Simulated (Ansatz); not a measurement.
# Ag (P6_3/mmc) in Ansatz: further runs

Runs on Ag. Level: PBEsol. Tasks: relaxation of cell and atoms.

Program: Ansatz 0.2.0. These are calculated values, not measurements. Logs are shortened: lines on timing, memory, paths and dates and some standing lists are left out, and cuts for length are marked.

**1. The crystal as given**

It takes space group P6_3/mmc (No. 194, hexagonal). Conventional cell: a = 2.930 Å, b = 2.930 Å, c = 4.790 Å, α = 90.00°, β = 90.00°, γ = 120.00°. Around Ag (site symmetry -6m2) lie 12 Ag at 2.93 Å.

This isn't the form of Ag at room conditions, which is fcc.

**2. Relaxation of cell and atoms, PBEsol**

Input file input.yaml:

```yaml
crystal:
  lattice:
    - [2.93, 0.0, 0.0]
    - [-1.465, 2.5374544331, 0.0]
    - [0.0, 0.0, 4.79]
  atoms:
    - { symbol: Ag, position: [0.6666666667, 0.3333333333, 0.75] }
    - { symbol: Ag, position: [0.3333333333, 0.6666666667, 0.25] }
kpoints:
  mp_grid: { grid: [10, 10, 6] }
scf:
  occupations: { method: fermi_dirac, width: 0.05 }
hamiltonian:
  xc: pbesol
  pseudopotentials: { kind: all_electron, lapw: { basis_error: 0.001 } }
output:
  forces: true
  stress: true
relax:
  f_tol: 0.02
  max_steps: 60
  cell: {}
```

Potentials or basis: all-electron LAPW, scalar-relativistic.

Command:

```
$ ansatz run input.yaml --threads 1 --pin off --max-ram 3072MiB --backend cpu --events-out ev --progress --plain --runs-dir out
```

Log:

```text
Warning: RAYON_NUM_THREADS=1 ignored (pool sized by the plan → 1); use --threads N
The last accepted step is kept in <dir> (removed where the run ends without a failure and the disk answers)
LAPW: plane waves up to 8.094 Å⁻¹, error target 1.0e-3 eV per atom; small_component_spin mean_spin; Ag in spheres of 1.421 Å, 19 of its electrons in bands, Dirac shells [] (how accurate: hamiltonian.pseudopotentials.lapw.basis_error, Limitations)
Engine: ansatz 0.2.0, x86_64-unknown-linux-gnu
Pseudopotentials: kind: all_electron
Pseudopotential: Ag, LAPW, valence charge 19, lapw/all_electron/scalar/gaussian/Ag, Koelling and Harmon's equation, gaussian nucleus
Functional definition: PBEsol
  exchange = pbesol_x
  correlation = pbesol_c
Crystal: 2 atoms, lattice volume = 35.612 Å³
Basis set: ecut = 249.59756748506732 eV, 313 PW (Γ), exchange–correlation at level 2
Bands: 23, of which v1, the nominal top of the filled ones, is band 19 counted from 1 (18 counted from 0)
Symmetry: 24 space group operations
Space group: P63/mmc (ITA 194), of the structure as read, at distance tolerance 3.3e-5 Å
k-points: 56 of 600
Non-local potential: Ag, projectors of the file, none
Initial density: superposition of atomic densities (chi_scale 0.1, normalization cell)
Initial wavefunctions: plane waves of lowest kinetic energy (no species holds an atomic orbital)
Functional: x = pbesol(κ = 0.804, μ = 0.12345679012345678), c = pbesol(β = 0.046)
iter 1 solved again at ethr=3.40e-4 eV; its pass at ethr=1.00e-1 eV (dr2=1.29e-1 eV) is discarded
SCF iter   1: F=—  HF=-289176.492551 eV  |F-HF|=—  |Δ(HF+E_count)|=         —  Δρ=2.37e-2  dr2=1.30e-1  ethr=3.40e-4  ⟨swp⟩=3.0  Hψ=8731  notcnv=0
preconditioner: auto → Kerker (q_TF=auto, 2.758 Å⁻¹)  [metal: Δε(μ)=0.120 eV  Ē_g=10.399 eV  σ=0.050 eV  W_gap=0.45  n_scr=10 (ndim 8)  ℏωp=29.2 eV  f_vac=0.000  D(μ)=0.83/eV (n_scr^D=2)]
iter 2 solved again at ethr=1.37e-5 eV; its pass at ethr=3.40e-4 eV (dr2=5.19e-3 eV) is discarded
SCF iter   2: F=—  HF=-289176.069334 eV  |F-HF|=—  |Δ(HF+E_count)|=   4.23e-1  Δρ=3.72e-3  dr2=5.19e-3  ethr=1.37e-5  ⟨swp⟩=2.0  Hψ=7108  notcnv=0
preconditioner: auto → none  [insulator: Δε(μ)=0.236 eV  Ē_g=11.118 eV  σ=0.050 eV  W_gap=0.62  n_scr=10 (ndim 8)  ℏωp=29.2 eV  f_vac=0.000  D(μ)=0.63/eV (n_scr^D=2)  ε∞_Penn≈7.9]
SCF iter   3: F=—  HF=-289175.958718 eV  |F-HF|=—  |Δ(HF+E_count)|=   1.11e-1  Δρ=5.03e-3  dr2=7.18e-3  ethr=1.37e-5  ⟨swp⟩=3.0  Hψ=4518  notcnv=0
SCF iter   4: F=—  HF=-289175.954762 eV  |F-HF|=—  |Δ(HF+E_count)|=   3.96e-3  Δρ=7.78e-4  dr2=1.80e-4  ethr=1.37e-5  ⟨swp⟩=2.0  Hψ=3708  notcnv=0
SCF iter   5: F=—  HF=-289175.954790 eV  |F-HF|=—  |Δ(HF+E_count)|=   2.78e-5  Δρ=2.02e-5  dr2=6.93e-8  ethr=4.75e-7  ⟨swp⟩=2.0  Hψ=3708  notcnv=0
SCF iter   6: F=-289175.954788 eV  HF=-289175.954788 eV  |F-HF|=1.85e-8  |Δ(HF+E_count)|=   1.78e-6  Δρ=5.75e-6  dr2=7.55e-9  ethr=1.82e-10  ⟨swp⟩=3.2  Hψ=4347  notcnv=0
SCF 1 converged in 6 iterations: F = -289175.954788 eV  dr2 = 7.55e-9
[... 38 lines left out ...]
relax step   4: F+E_penalty+E_count = -289175.99933749 eV  Δ(F+E_penalty+E_count) = -1.111e-3 eV  max|allowed force component| = 1.099e-17 eV/Å  Δτ_max = 0.0000 Å  P = +0.185 GPa  Ω = 33.401 Å³  (4 SCF iters, accepted)
Crystal: 2 atoms, lattice volume = 33.454 Å³
Basis set: ecut = 260.22105317505066 eV, 313 PW (Γ), exchange–correlation at level 2
iter 1 solved again at ethr=1.54e-9 eV; its pass at ethr=1.00e-1 eV (dr2=5.84e-7 eV) is discarded
SCF iter   1: F=—  HF=-289175.999368 eV  |F-HF|=—  |Δ(HF+E_count)|=         —  Δρ=2.12e-5  dr2=1.24e-7  ethr=1.54e-9  ⟨swp⟩=5.2  Hψ=8097  notcnv=0
preconditioner: auto → none  [insulator: Δε(μ)=0.218 eV  Ē_g=11.428 eV  σ=0.050 eV  W_gap=0.74  n_scr=10 (ndim 8)  ℏωp=30.1 eV  f_vac=0.000  D(μ)=0.73/eV (n_scr^D=2)  ε∞_Penn≈7.9]
SCF iter   2: F=-289175.999368 eV  HF=-289175.999368 eV  |F-HF|=4.21e-8  |Δ(HF+E_count)|=   6.07e-7  Δρ=6.61e-6  dr2=1.35e-8  ethr=3.27e-10  ⟨swp⟩=2.0  Hψ=3685  notcnv=0
SCF 5 converged in 2 iterations: F = -289175.999368 eV  dr2 = 1.35e-8
relax step   5: F+E_penalty+E_count = -289175.99936836 eV  Δ(F+E_penalty+E_count) = -3.087e-5 eV  max|allowed force component| = 1.388e-17 eV/Å  Δτ_max = 0.0000 Å  P = -0.002 GPa  Ω = 33.454 Å³  (2 SCF iters, accepted)
iter 1 solved again at ethr=3.24e-11 eV; its pass at ethr=1.00e-1 eV (dr2=1.23e-8 eV) is discarded
SCF iter   1: F=—  HF=-289175.999368 eV  |F-HF|=—  |Δ(HF+E_count)|=         —  Δρ=6.64e-6  dr2=1.35e-8  ethr=3.24e-11  ⟨swp⟩=4.1  Hψ=8293  notcnv=0  reapply=20
SCF iter   2: F=-289175.999369 eV  HF=-289175.999369 eV  |F-HF|=7.33e-9  |Δ(HF+E_count)|=   7.11e-7  Δρ=4.26e-6  dr2=4.50e-9  ethr=3.24e-11  ⟨swp⟩=2.8  Hψ=3779  notcnv=0
SCF 6 converged in 2 iterations: F = -289175.999369 eV  dr2 = 4.50e-9
relax step   6: F+E_penalty+E_count = -289175.99936893 eV  Δ(F+E_penalty+E_count) = -5.676e-7 eV  max|allowed force component| = 1.099e-17 eV/Å  Δτ_max = 0.0000 Å  P = -0.001 GPa  Ω = 33.454 Å³  stress off target by 3.16e-3 GPa  SCF on the basis re-selected at this cell (its energy is not comparable with the rows above)  (2 SCF iters)
basis re-selected at this cell: Δ(F+E_penalty+E_count) = -5.676e-7 eV, ΔP = +0.001 GPa vs the last step (what re-selecting the basis moved, after the strain that the cell walked since its last selection, with what the two solves' SCF thresholds leave and, on support functions, any second-order correction that the steps lacked; it is no measure of the basis error at this ecutwfc). This SCF's stress stands 3.16e-3 GPa from its target on what of the cell is left free (relax.cell.stress_tol is 5.00e-2 GPa) and its largest allowed force component is 1.10e-17 eV/Å (relax.f_tol is 2.00e-2 eV/Å): within both
SCF converged after 2 iterations
Free energy (F): -289175.999369 eV
Harris-Foulkes:  -289175.999369 eV  (|F-HF|=7.33e-9)
Internal energy: -289175.993320 eV  (E = F + TS)
E sigma→0 (E₀):  -289175.996345 eV
Entropy (-TS):   -0.006049 eV (-3.024 meV/atom)
Fermi energy:    19.047171 eV
--- Per-component energies (eV) ---
  E_band       = -402.566562
  E_kinetic    = 302328.803369
  E_xc         = -7994.792140
  E_electrostatic = -583510.004549  (all electrons and nuclei)
  E_smearing   = -0.006049  (= −TS)
  E_closure    = 0.000000  (closes the sum)
  E_atoms      = -289169.418940  (free atoms, spherical and without spin; not in F)
  Σ components = -289175.999369   (vs F -289175.999369, Δ=0.00e0)
  Basis errors (estimates in eV, not in F): energy 2.4e-4 per atom: plane waves 2.3e-4 (1.2e-4 summed), levels above the bands 6.5e-59, relativity 2.3e-8, radial functions 2.3e-6, core shells 1.4e-6; eigenvalues (radial functions only) 1.7e-6; not estimated: angular momenta, meshes, grids; target (lapw.basis_error) 1.0e-3; muffin-tin radii Ag 1.392 Å
--- Forces (eV/Å), atoms counted from 1 ---
  atom   1  Ag     0.00000000    -0.00000000     0.00000000
  atom   2  Ag    -0.00000000     0.00000000    -0.00000000
  max |Σ_I F_I| component: 1.16e-18 eV/Å
--- Stress (GPa, compression-positive) ---
       -0.003163      -0.000000      -0.000000
       -0.000000      -0.003163      -0.000000
       -0.000000      -0.000000       0.003148
  P = ⅓ Tr σ = -0.0011 GPa (-0.011 kbar)
--- Relaxed structure (5 steps of the walk, 4 accepted, 1 SCFs on fresh bases) ---
  F+E_penalty+E_count = -289175.99936893 eV   max|allowed force component| = 1.099e-17 eV/Å   (the final SCF, on the basis selected at the relaxed cell)
  cell:  # Å, volume = 33.4540 Å³
    - [2.875077893614466, 0.0, 1.1434479099278098e-34]
    - [-1.437538946807233, 2.489890493729181, -2.024576425896899e-18]
    - [1.8693226923350493e-34, -3.8218306321349894e-18, 4.673243394211598]
  atoms:
    - { symbol: Ag, position: [0.6666666666666666, 0.33333333333333326, 0.75] }
    - { symbol: Ag, position: [0.33333333333333326, 0.6666666666666665, 0.24999999999999997] }
```

Wall time 75 s (1 thread of Intel Xeon at 2.50GHz (Skylake/Cascade Lake), shared host); peak memory 0.37 GiB.

What came out:

* Free energy: -289175.9994 eV
* Relaxed volume: 16.73 Å³/atom
* Relaxed cell: a = 2.875 Å, b = 2.875 Å, c = 4.673 Å, α = 90.00°, β = 90.00°, γ = 120.00°
* Space group after relaxing (to 0.05 Å): P6_3/mmc (No. 194)
* Energy gained by relaxing: 22.3 meV/atom
* Ionic steps: 5
* Pressure after relaxing: 0.0 GPa

The path:
```tsv
step	energy change (eV)	largest force (eV/Å)	volume (Å³)
1	0.0000	0.0000	35.61
2	-0.0434	0.0000	33.78
3	-0.0445	0.0000	33.40
4	-0.0446	0.0000	33.45
5	-0.0446	0.0000	33.45
```

Final structure:
```cif
data_structure
_symmetry_space_group_name_H-M 'P 1'
_symmetry_Int_Tables_number 1
_cell_length_a 2.8751
_cell_length_b 2.8751
_cell_length_c 4.6732
_cell_angle_alpha 90.000
_cell_angle_beta 90.000
_cell_angle_gamma 120.000
_cell_volume 33.45
loop_
_atom_site_label
_atom_site_type_symbol
_atom_site_fract_x
_atom_site_fract_y
_atom_site_fract_z
_atom_site_occupancy
Ag1 Ag 0.66667 0.33333 0.75000 1
Ag2 Ag 0.33333 0.66667 0.25000 1
```

(Part 1 of 2 ends here.)
